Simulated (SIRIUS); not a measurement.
## SiC: single point with PBE

SiC:

```
Si C
1.0
     3.22840    0.04617    0.27324
    -1.57422    2.73073    0.13341
     0.44841    0.51170    4.62749
Si C
2 2
Direct
  0.33375 0.66644 0.00012
  0.67185 0.33800 0.49779
  0.32790 0.66555 0.38671
  0.66650 0.33002 0.88538
```

The cell isn't the ideal one: cell sheared at random, sigma 0.1, atoms nudged by 0.01 Å.

| Item | Value |
| --- | --- |
| Program | SIRIUS 7.10.0 |
| Task | single point |
| Functional | PBE |
| Potentials or basis | PseudoDojo 0.4.1 PBE standard (scalar relativistic) |
| Cutoff | 1127 eV |
| Density cutoff | 4507 eV |
| k mesh | 10 × 10 × 6 |
| Occupations | fermi-dirac, width 0.05 eV |
| Spin | no spin polarisation |
| Libxc names | ["XC_GGA_X_PBE", "XC_GGA_C_PBE"] |
| Energy tol | 1e-08 Ha |
| Density tol | 1e-06 |
| Mixer | anderson |
| Mixing beta | 0.7 |
| Max scf | 100 |
| Radial cutoff for the potentials' integrals | 6.5 bohr |

* Pressure: 12.8 GPa
* Largest force: 2.694 eV/Å
* Band gap on the k mesh: 0.13 eV

Forces on the atoms (eV/Å):
```
Si   0.335 -1.243 -0.580
Si  -1.991 -0.854 -0.435
C    2.538  0.703  0.567
C   -0.881  1.394  0.447
```

Stress tensor (GPa, compression positive):
```
-11.73  -4.55 -30.04
 -4.55  -5.87 -33.91
-30.04 -33.91  56.14
```

It took 6.7 min on 1 thread of Arm Neoverse V1 (shared host), peak memory 2.1 GiB.

Caveat: forces of over 1 eV/Å show positions far from the minimum, so gaps and moduli don't describe the material at rest. A k mesh can miss the band edges.
